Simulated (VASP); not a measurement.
# CdSe (F-43m) in VASP: further runs, part 3 of 4

VASP 6.6.1. Earlier steps stand in the parts before.

## Step 5: Band structure, TB-mBJ, spin-orbit coupling, no magnetisation

Input file POSCAR:

```
CdSe
1.0
    0.0000000000      3.0702711986      3.0702711986
    3.0702711986      0.0000000000      3.0702711986
    3.0702711986      3.0702711986      0.0000000000
Cd Se
1 1
Direct
    0.0000000000      0.0000000000      0.0000000000
    0.2500000000      0.2500000000      0.2500000000
```

Input file INCAR.step1:

```
  ALGO = Normal
  EDIFF = 1E-5
  ENCUT = 520
  GGA = PE
  GGA_COMPAT = F
  ISIF = 2
  ISMEAR = 0
  KPAR = 2
  LASPH = T
  LCHARG = F
  LORBIT = 11
  LREAL = F
  LSORBIT = T
  LWAVE = T
  MAGMOM = 0 0 0 0 0 0
  NBANDS = 30
  NELM = 60
  PREC = Accurate
  SIGMA = 0.02
```

Input file INCAR.step2:

```
  ALGO = Normal
  EDIFF = 1E-6
  ENCUT = 520
  GGA_COMPAT = F
  ISIF = 2
  ISMEAR = 0
  ISTART = 1
  KPAR = 2
  LASPH = T
  LCHARG = F
  LORBIT = 11
  LREAL = F
  LSORBIT = T
  LWAVE = F
  MAGMOM = 0 0 0 0 0 0
  METAGGA = MBJ
  NBANDS = 30
  NELM = 60
  PREC = Accurate
  SIGMA = 0.02
```

Input file KPOINTS:

```
k-points
0
Gamma
  6 6 6
```

Input file KPOINTS_OPT:

```
path GXWKGLUWLK,UX
20
line-mode
reciprocal
 0.0000000000  0.0000000000  0.0000000000  G
 0.5000000000  0.0000000000  0.5000000000  X

 0.5000000000  0.0000000000  0.5000000000  X
 0.5000000000  0.2500000000  0.7500000000  W

 0.5000000000  0.2500000000  0.7500000000  W
 0.3750000000  0.3750000000  0.7500000000  K

 0.3750000000  0.3750000000  0.7500000000  K
 0.0000000000  0.0000000000  0.0000000000  G

 0.0000000000  0.0000000000  0.0000000000  G
 0.5000000000  0.5000000000  0.5000000000  L

 0.5000000000  0.5000000000  0.5000000000  L
 0.6250000000  0.2500000000  0.6250000000  U

 0.6250000000  0.2500000000  0.6250000000  U
 0.5000000000  0.2500000000  0.7500000000  W

 0.5000000000  0.2500000000  0.7500000000  W
 0.5000000000  0.5000000000  0.5000000000  L

 0.5000000000  0.5000000000  0.5000000000  L
 0.3750000000  0.3750000000  0.7500000000  K

 0.6250000000  0.2500000000  0.6250000000  U
 0.5000000000  0.0000000000  0.5000000000  X
```

Potentials or basis: VASP PAW PBE potentials, release 64 (Cd, Se).

The run is started by

```bash
$ cat potpaw_PBE.64/Cd/POTCAR potpaw_PBE.64/Se/POTCAR > POTCAR
$ cp INCAR.step1 INCAR
$ mpirun -np 2 vasp_ncl > vasp.out
$ cp INCAR.step2 INCAR
$ mpirun -np 2 vasp_ncl > vasp.out
```

OUTCAR:

```text
EDIFF = 1E-6
   ENCUT = 520
   ISIF = 2
   ISMEAR = 0
   ISTART = 1
   LASPH = T
   LORBIT = 11
   LREAL = F
   LSORBIT = T
   METAGGA = MBJ
   NELM = 60
   PREC = Accurate

 ion  position               nearest neighbor table
   1  0.000  0.000  0.000-   2 2.66   2 2.66   2 2.66   2 2.66
   2  0.250  0.250  0.250-   1 2.66   1 2.66   1 2.66   1 2.66

  LATTYP: Found a face centered cubic cell.
 ALAT       =     6.1405423972

  Lattice vectors:

 A1 = (   0.0000000000,   3.0702711986,   3.0702711986)
 A2 = (   3.0702711986,   0.0000000000,   3.0702711986)
 A3 = (   3.0702711986,   3.0702711986,   0.0000000000)

Analysis of symmetry for initial positions (statically):
=====================================================================
 Subroutine PRICEL returns:
 Original cell was already a primitive cell.

 Routine SETGRP: Setting up the symmetry group for a
 face centered cubic supercell.

 Subroutine GETGRP returns: Found 24 space group operations
 (whereof 24 operations were pure point group operations)
 out of a pool of 48 trial point group operations.

The static configuration has the point symmetry T_d .

Analysis of symmetry for dynamics (positions and initial velocities):
=====================================================================
 Subroutine PRICEL returns:
 Original cell was already a primitive cell.

 Routine SETGRP: Setting up the symmetry group for a
 face centered cubic supercell.

 Subroutine GETGRP returns: Found 24 space group operations
 (whereof 24 operations were pure point group operations)
 out of a pool of 48 trial point group operations.

The dynamic configuration has the point symmetry T_d .

Analysis of structural, dynamic, and magnetic symmetry:
=====================================================================
 Subroutine PRICEL returns:
 Original cell was already a primitive cell.

 Routine SETGRP: Setting up the symmetry group for a
 face centered cubic supercell.

 Subroutine GETGRP returns: Found 24 space group operations
 (whereof 24 operations were pure point group operations)
 out of a pool of 48 trial point group operations.

The overall configuration has the point symmetry T_d .

 Subroutine INISYM returns: Found 24 space group operations
 (whereof 24 operations are pure point group operations),
 and found     1 'primitive' translations

----------------------------------------------------------------------------------------

                                     Primitive cell

  volume of cell :      57.8842

  direct lattice vectors                    reciprocal lattice vectors
     0.000000000  3.070271199  3.070271199    -0.162852063  0.162852063  0.162852063
     3.070271199  0.000000000  3.070271199     0.162852063 -0.162852063  0.162852063
[... 127 lines left out ...]
 Free energy of the ion-electron system (eV)
  ---------------------------------------------------
  ext. energy  EPLUGINS =         0.00000000
  ---------------------------------------------------
  free energy    TOTEN  =       393.97852712 eV

  energy without entropy =      393.97852712  energy(sigma->0) =      393.97852712

 E-fermi :   1.1781     XC(G=0):  -7.5678

 val. band max:        1.0654152870   @ k =   0.0000   0.0000   0.0000
 cond. band min:       2.8464761031   @ k =   0.0000   0.0000   0.0000
 fundamental gap:      1.7810608161
 Fermi energy:         1.1781219879

 k-point     1 :       0.0000    0.0000    0.0000
  band No.  band energies     occupation
      1     -11.1918      1.00000
      2     -11.1918      1.00000
      3      -7.1122      1.00000
      4      -7.1122      1.00000
      5      -7.1122      1.00000
      6      -7.1122      1.00000
[... 715 lines left out ...]
     29      14.0403      0.00000
     30      14.0573      0.00000

------------------------ aborting loop because EDIFF is reached ----------------------------------------

  FORCE on cell =-STRESS in cart. coord.  units (eV):
  Direction    XX          YY          ZZ          XY          YZ          ZX
  --------------------------------------------------------------------------------------
  -------------------------------------------------------------------------------------
  Total      -29.6467535    -29.6467535    -29.6467535     -0.0000000      0.0000000      0.0000000
  in kB     -820.5924430   -820.5924430   -820.5924430     -0.0000000      0.0000000      0.0000000
  external PRESSURE =    -820.5924430 kB  Pullay stress =       0.0000000 kB

 VOLUME and BASIS-vectors are now :
 -----------------------------------------------------------------------------
  energy-cutoff  :      520.00
  volume of cell :       57.88
      direct lattice vectors                 reciprocal lattice vectors
     0.000000000  3.070271199  3.070271199    -0.162852063  0.162852063  0.162852063
     3.070271199  0.000000000  3.070271199     0.162852063 -0.162852063  0.162852063
     3.070271199  3.070271199  0.000000000     0.162852063  0.162852063 -0.162852063

 POSITION                                       TOTAL-FORCE (eV/Angst)
 -----------------------------------------------------------------------------------
      0.00000      0.00000      0.00000         0.000000     -0.000000     -0.000000
      1.53514      1.53514      1.53514        -0.000000      0.000000      0.000000
 -----------------------------------------------------------------------------------
    total drift:                                0.000000      0.000000      0.000000

  FREE ENERGIE OF THE ION-ELECTRON SYSTEM (eV)
  ---------------------------------------------------
  free  energy   TOTEN  =       393.9785271228 eV

  energy  without entropy=      393.9785271228  energy(sigma->0) =      393.97852712

 Spin-Orbit-Coupling matrix elements

 Ion:    1  E_soc:     -0.0515017
 l=   1
     0.0000000    -0.0020768    -0.0020768
    -0.0020768     0.0000000    -0.0020768
    -0.0020768    -0.0020768     0.0000000
 l=   2
     0.0000000    -0.0013220     0.0000000    -0.0013220    -0.0051848
    -0.0013220     0.0000000    -0.0038886    -0.0013220    -0.0012962
     0.0000000    -0.0038886     0.0000000    -0.0038886     0.0000000
    -0.0013220    -0.0013220    -0.0038886     0.0000000    -0.0012962
    -0.0051848    -0.0012962     0.0000000    -0.0012962     0.0000000
 l=   3
     0.0000000     0.0000000     0.0000000     0.0000000     0.0000000     0.0000000     0.0000000
     0.0000000     0.0000000     0.0000000     0.0000000     0.0000000     0.0000000     0.0000000
     0.0000000     0.0000000     0.0000000     0.0000000     0.0000000     0.0000000     0.0000000
     0.0000000     0.0000000     0.0000000     0.0000000     0.0000000     0.0000000     0.0000000
     0.0000000     0.0000000     0.0000000     0.0000000     0.0000000     0.0000000     0.0000000
     0.0000000     0.0000000     0.0000000     0.0000000     0.0000000     0.0000000     0.0000000
     0.0000000     0.0000000     0.0000000     0.0000000     0.0000000     0.0000000     0.0000000

 Ion:    2  E_soc:     -0.0350223
 l=   1
     0.0000000    -0.0058302    -0.0058302
    -0.0058302     0.0000000    -0.0058302
    -0.0058302    -0.0058302     0.0000000
 l=   2
     0.0000000    -0.0000034     0.0000000    -0.0000034    -0.0000034
    -0.0000034     0.0000000    -0.0000026    -0.0000034    -0.0000009
     0.0000000    -0.0000026     0.0000000    -0.0000026     0.0000000
    -0.0000034    -0.0000034    -0.0000026     0.0000000    -0.0000009
    -0.0000034    -0.0000009     0.0000000    -0.0000009     0.0000000
 l=   3
     0.0000000     0.0000000     0.0000000     0.0000000     0.0000000     0.0000000     0.0000000
     0.0000000     0.0000000     0.0000000     0.0000000     0.0000000     0.0000000     0.0000000
     0.0000000     0.0000000     0.0000000     0.0000000     0.0000000     0.0000000     0.0000000
     0.0000000     0.0000000     0.0000000     0.0000000     0.0000000     0.0000000     0.0000000
     0.0000000     0.0000000     0.0000000     0.0000000     0.0000000     0.0000000     0.0000000
     0.0000000     0.0000000     0.0000000     0.0000000     0.0000000     0.0000000     0.0000000
     0.0000000     0.0000000     0.0000000     0.0000000     0.0000000     0.0000000     0.0000000

 total charge

# of ion       s       p       d       tot
------------------------------------------
    1        0.352   0.264   9.560  10.176
    2        1.562   2.643   0.020   4.224
--------------------------------------------------
tot          1.914   2.907   9.579  14.400

 magnetization (x)

# of ion       s       p       d       tot
------------------------------------------
    1        0.000  -0.000  -0.000   0.000
    2       -0.000  -0.000  -0.000  -0.000
--------------------------------------------------
tot          0.000  -0.000  -0.000   0.000

 magnetization (y)

# of ion       s       p       d       tot
------------------------------------------
    1        0.000  -0.000   0.000   0.000
    2       -0.000   0.000  -0.000  -0.000
--------------------------------------------------
tot          0.000  -0.000  -0.000   0.000

 magnetization (z)

# of ion       s       p       d       tot
------------------------------------------
    1       -0.000   0.000   0.000  -0.000
    2       -0.000  -0.000   0.000  -0.000
--------------------------------------------------
tot         -0.000  -0.000   0.000  -0.000
```

Run time: 2.3 min. Hardware: 2 MPI ranks of Intel Xeon 6975P-C (Granite Rapids), shared host; peak memory 0.38 GiB.

Results:

```yaml
Valence_electrons_inside_the_program's_atomic_spheres: Cd 10.18; Se 4.22
```

Caveat: the PAW data sets were made with another functional, which shifts forces and pressure a little.

## Step 6: RPA correlation energy, PBE

POSCAR is that of step 5.

Input file INCAR.step1:

```
  PREC = Accurate
  ENCUT = 350
  EDIFF = 1E-8
  ISMEAR = 0
  SIGMA = 0.05
  LREAL = False
  LASPH = True
  NELM = 100
  ALGO = Normal
  LWAVE = True
  LCHARG = False
  GGA = PE
```

Input file INCAR.step2:

```
  PREC = Accurate
  ENCUT = 350
  EDIFF = 1E-8
  ISMEAR = 0
  SIGMA = 0.05
  LREAL = False
  LASPH = True
  NELM = 1
  ALGO = EIGENVAL
  LWAVE = False
  LCHARG = False
  GGA = PE
  LHFCALC = True
  AEXX = 1.0
  ALDAC = 0.0
  AGGAC = 0.0
  ISTART = 1
  PRECFOCK = Fast
```

Input file INCAR.step3:

```
  PREC = Accurate
  ENCUT = 350
  EDIFF = 1E-8
  ISMEAR = 0
  SIGMA = 0.05
  LREAL = False
  LASPH = True
  NELM = 1
  ALGO = Exact
  LWAVE = True
  LCHARG = False
  GGA = PE
  NBANDS = 878
  LOPTICS = True
  ISTART = 1
```

Input file INCAR.step4:

```
  PREC = Accurate
  ENCUT = 350
  EDIFF = 1E-8
  ISMEAR = 0
  SIGMA = 0.05
  LREAL = False
  LASPH = True
  NELM = 100
  ALGO = ACFDT
  LWAVE = False
  LCHARG = False
  GGA = PE
  NBANDS = 878
  ENCUTGW = 200
  NOMEGA = 8
  ISTART = 1
  PRECFOCK = Fast
```

Input file KPOINTS:

```
regular mesh
0
Gamma
  4 4 4
```

Potentials or basis: VASP PAW PBE potentials, release 64 (Cd_GW, Se_GW).

The run is started by

```bash
$ cat potpaw_PBE.64/Cd_GW/POTCAR potpaw_PBE.64/Se_GW/POTCAR > POTCAR
$ cp INCAR.step1 INCAR
$ mpirun -np 1 vasp_std > vasp.out
$ cp INCAR.step2 INCAR
$ mpirun -np 1 vasp_std > vasp.out
$ cp INCAR.step3 INCAR
$ mpirun -np 1 vasp_std > vasp.out
$ cp INCAR.step4 INCAR
$ mpirun -np 1 vasp_std > vasp.out
```

OUTCAR:

```text
PREC = Accurate
   ENCUT = 350
   EDIFF = 1E-8
   ISMEAR = 0
   LREAL = False
   LASPH = True
   NELM = 100
   GGA = PE
   ENCUTGW = 200
   ISTART = 1
   PRECFOCK = Fast

 ion  position               nearest neighbor table
   1  0.000  0.000  0.000-   2 2.66   2 2.66   2 2.66   2 2.66
   2  0.250  0.250  0.250-   1 2.66   1 2.66   1 2.66   1 2.66

  LATTYP: Found a face centered cubic cell.
 ALAT       =     6.1405423972

  Lattice vectors:

 A1 = (   0.0000000000,   3.0702711986,   3.0702711986)
 A2 = (   3.0702711986,   0.0000000000,   3.0702711986)
 A3 = (   3.0702711986,   3.0702711986,   0.0000000000)

Analysis of symmetry for initial positions (statically):
=====================================================================
 Subroutine PRICEL returns:
 Original cell was already a primitive cell.

 Routine SETGRP: Setting up the symmetry group for a
 face centered cubic supercell.

 Subroutine GETGRP returns: Found 24 space group operations
 (whereof 24 operations were pure point group operations)
 out of a pool of 48 trial point group operations.

The static configuration has the point symmetry T_d .

Analysis of symmetry for dynamics (positions and initial velocities):
=====================================================================
 Subroutine PRICEL returns:
 Original cell was already a primitive cell.

 Routine SETGRP: Setting up the symmetry group for a
 face centered cubic supercell.

 Subroutine GETGRP returns: Found 24 space group operations
 (whereof 24 operations were pure point group operations)
 out of a pool of 48 trial point group operations.

The dynamic configuration has the point symmetry T_d .

[... 62 lines left out ...]
 -0.250000  0.500000  0.250000      6.000000
   k-points           NKPTS =      8   k-points in BZ     NKDIM =     64   number of bands    NBANDS=    878
   number of dos      NEDOS =    301   number of ions     NIONS =      2
   total plane-waves  NPLWV =  21952
   dimension x,y,z NGX =    28 NGY =   28 NGZ =   28
   dimension x,y,z NGXF=    56 NGYF=   56 NGZF=   56
   ions per type =               1   1
   NGX,Y,Z   is equivalent  to a cutoff of  10.72, 10.72, 10.72 a.u.
   NGXF,Y,Z  is equivalent  to a cutoff of  21.44, 21.44, 21.44 a.u.
 SYSTEM =  unknown system
   PREC   = accura    normal or accurate (medium, high low for compatibility)
   ISTART =      1    job   : 0-new  1-cont  2-samecut
   ICHARG =      0    charge: 1-file 2-atom 10-const
   ISPIN  =      1    spin polarized calculation?
   LNONCOLLINEAR =      F non collinear calculations
   LSORBIT =      F    spin-orbit coupling
   LASPH  =      T    aspherical Exc in radial PAW
   ENCUT  =  350.0 eV  25.72 Ry    5.07 a.u.   6.62  6.62  6.62*2*pi/ulx,y,z
   NELM   =    100;   NELMIN=  2; NELMDL=  0     # of ELM steps
   EDIFF  = 0.1E-07   stopping-criterion for ELM
   LREAL  =      F    real-space projection
   EDIFFG = 0.1E-06   stopping-criterion for IOM
   NSW    =      0    number of steps for IOM
   IBRION =     -1    ionic relax: 0-MD 1-quasi-New 2-CG
   NFREE  =      0    steps in history (QN), initial steepest desc. (CG)
   ISIF   =      0    stress and relaxation
   ISYM   =      3    0-nonsym 1-usesym 2-fastsym
   POTIM  = 0.5000    time-step for ionic-motion
   TEBEG  =    0.0;   TEEND  =   0.0 temperature during run
   PSTRESS=    0.0 pullay stress
   NELECT =      18.0000    total number of electrons
   NUPDOWN=      -1.0000    fix difference up-down
   EMIN   =  10.00;   EMAX   =-10.00  energy-range for DOS
   EFERMI =   0.00;   METHOD = LEGACY
   ISMEAR =     0;   SIGMA  =   0.05  broadening in eV -4-tet -1-fermi 0-gaus
   EFERMI_NEDOS =   21; number of points for ismear=-14 and -15
   IALGO  =     38    algorithm
   IMIX   =      4    mixing-type and parameters
     AMIX     =   0.40;   BMIX     =  1.00
     AMIX_MAG =   1.60;   BMIX_MAG =  1.00
  volume/ion in A,a.u.               =      28.94       195.31
  Fermi-wavevector in a.u.,A,eV,Ry     =   1.109121  2.095935 16.737199  1.230149
  Thomas-Fermi vector in A             =   2.245657
   LORBIT       =      0    0 simple, 1 ext, 2 COOP (PROOUT), +10 PAW based schemes
   GGA     = PE    functional components
   LHFCALC =     T    Hartree Fock is set to
   PRECFOCK=fast      Normal, Fast or Accurate (Low or Medium for compatibility)
   ENCUT4O =  -1.0   cutoff for four orbital integrals eV
   NKREDX  =     1    reduce k-point grid by
   NKREDY  =     1    reduce k-point grid by
   NKREDZ  =     1    reduce k-point grid by
   AEXX    =    1.0000 exact exchange contribution
   HFSCREEN=    0.0000 screening length (either q_TF or 0.3 A-1)
   HFSCREENC=   0.0000 screening length for correlation (either q_TF or 0.3 A-1)
   ENCUTFOCK=  -1.0 apply spherical cutoff to Coloumb kernel
   IVDW    =     0    specifies the selected vdW correction
   LEPSILON=     F    determine dielectric tensor
   LRPA    =     F    only Hartree local field effects (RPA)
   LRPAFORCE           =     F    calculate RPA forces
   ENCUTGW             = 200.0    cutoff for response function in eV
   ENCUTGWSOFT         = 160.0    soft cutoff for Coulomb kernel in GW response function in eV
   ENCUTLF             =  -1.0    cutoff for local field effects
   NELMGW              =     1    number of iterations in solving QP/BSE equation
   NELMHF              =     1    number of iterations in the inner HF iteration
   NKREDLFX            =     1    NKREDLFY  =   1   NKREDLFZ  =   1
 non-spin polarized calculation
 Gauss-broadening in eV      SIGMA  =   0.05
  energy-cutoff  :      350.00
  volume of cell :       57.88
 maximum number of plane-waves:       878
 NGX is ok and might be reduce to    28
  NGX = 16; NGY = 16; NGZ = 16
   NGX = 13   NGY = 13   NGZ = 13
 maximum number of plane-waves:       388

      cutoff energy     smooth cutoff   RPA   correlation   Hartree contr. to MP2
---------------------------------------------------------------------------------
            200.000           160.000      -22.0837560096      -34.9726776378
            190.476           152.381      -21.9651190303      -34.8370869674
            181.406           145.125      -21.8374940866      -34.6893303817
            172.768           138.214      -21.6976653766      -34.5252306122
            164.541           131.632      -21.5475139703      -34.3466638039
            156.705           125.364      -21.3847338058      -34.1504123713
            149.243           119.394      -21.2090448959      -33.9358161504
            142.136           113.709      -21.0220713376      -33.7043929122
  linear regression
  converged value                          -23.6751880725      -36.8817825646
```

OUTCAR.step1:

```text
PREC = Accurate
   ENCUT = 350
   EDIFF = 1E-8
   ISMEAR = 0
   LREAL = False
[... 332 lines left out ...]
      0.00000      0.00000      0.00000         0.000000      0.000000      0.000000
      1.53514      1.53514      1.53514        -0.000000     -0.000000     -0.000000
 -----------------------------------------------------------------------------------
    total drift:                                0.000001      0.000001      0.000001

  FREE ENERGIE OF THE ION-ELECTRON SYSTEM (eV)
  ---------------------------------------------------
  free  energy   TOTEN  =        -5.4743592605 eV

  energy  without entropy=       -5.4743592605  energy(sigma->0) =       -5.47435926
```

Run time: 27 min. Hardware: 1 thread of Intel Xeon Platinum 8259CL at 2.50GHz (Skylake/Cascade Lake), shared host; peak memory 1 GiB.

What came out:

```
Band gap on the k mesh, mean-field level : 0.52 eV, direct
RPA correlation energy                   : -11.838 eV/atom
RPA total energy per cell                : -34.382 eV
RPA correlation energy per cell          : -23.675 eV
```

Caveat: the k mesh is coarse (spacing up to 0.44 Å⁻¹), so the values aren't converged.

(Part 3 of 4 ends here.)
